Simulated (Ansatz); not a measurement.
## AgBr

```yaml
crystal:
  lattice:
    - [0.00000, 2.92045, 2.92045]
    - [2.92045, 0.00000, 2.92045]
    - [2.92045, 2.92045, 0.00000]
  atoms:
    - { symbol: Ag, position: [0.00000, 0.00000, 0.00000] }
    - { symbol: Br, position: [0.50000, 0.50000, 0.50000] }
```

Atoms are numbered in the order listed.

The structure comes from a relaxation in the same program, started in the rocksalt type, and has space group Fm-3m. Whether it is a known phase or the ground state wasn't checked.

All numbers are computed: DFT, PBE, all-electron LAPW, scalar-relativistic (Ansatz 0.2.0); DFT, PBE, PAW with Ansatz's default frozen-core files, scalar-relativistic (Ansatz 0.2.0).

For LAPW: a Γ-centred 13×13×13 k mesh, Fermi–Dirac smearing of 0.03 eV, basis error target 0.25 meV/atom, no spin polarisation. PAW takes a cutoff of 420 eV at this cell. The Ansatz runs share mesh, smearing and spin set-up. Values come from LAPW unless marked.

```
Volume per atom       : 168.1 bohr³
Pressure at this cell : 0.00 GPa
```

Q: Give the computed value. Band gap.

A: 0.69 eV, indirect from L (0.5, 0.5, 0.5) to Γ.

Q: Predict this quantity. Löwdin charges (with 0.08 e of the cell spilling out of the atomic basis, so their sizes and signs hang on that basis).

A: Ag1 0.52, Br2 -0.44 e.

Q: Give the computed value. Bader charges (from the PAW run).

A: Ag1 +0.48, Br2 -0.48 e.

Q: Give the computed value. Smallest direct gap on the path.

A: 2.44 eV.
